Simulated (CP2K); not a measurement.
Zn in CP2K: the effect of dispersion

Crystal: Zn.

```
Zn
1.0
     2.67000    0.00000    0.00000
    -1.33500    2.31229    0.00000
     0.00000    0.00000    4.96600
Zn
2
Cartesian
  1.3350 0.7708 3.7245
  0.0000 1.5415 1.2415
```

Alike in all runs:

* Program: CP2K 2026.2
* Task: single point
* Functional: r2SCAN
* Potentials or basis: POTENTIAL_UZH Zn GTH-SCAN-q12; TZVP-MOLOPT-SCAN-GTH basis
* Density cutoff: 9184 eV
* k mesh: 11 × 11 × 6
* Occupations: fermi-dirac, width 0.05 eV
* Spin: no spin polarisation

```csv
dispersion,pressure (GPa)
none,?
D3(BJ),-7.9
D4,-6.9
rVV10,-6.9
D3(BJ)+ATM,-7.4
```

Problem. What does the run with dispersion none give?

Solution. Pressure -5.9 GPa.

Caveats: the basis of atomic orbitals isn't converged, which shifts pressures, moduli and gaps; pairwise dispersion overbinds metals, which lowers pressure and volume (some runs).
